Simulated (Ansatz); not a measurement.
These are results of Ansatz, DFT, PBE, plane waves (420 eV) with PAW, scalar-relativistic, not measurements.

An element in the simple cubic structure gives this curve. The cell is scaled uniformly from the relaxed one, with fractional coordinates and shape fixed. Energies are extrapolated to zero smearing, pressures are those at the given smearing. Magnetic state: spin not included.

```tsv
V (Å³/atom)	E − E₀ (meV/atom)	P (GPa)
15.927	190.1	33.03
16.651	75.2	19.05
17.375	16.1	8.23
18.099	0.1	-0.12
18.823	17.1	-6.55
19.547	59.5	-11.52
20.271	121.7	-15.35
```

Task: Which element is it?
A. platinum
B. iridium
C. osmium
D. rhenium

Result: A. Its fit is V₀ = 18.06 Å³/atom, B₀ = 185 GPa, B₀′ = 5.5.
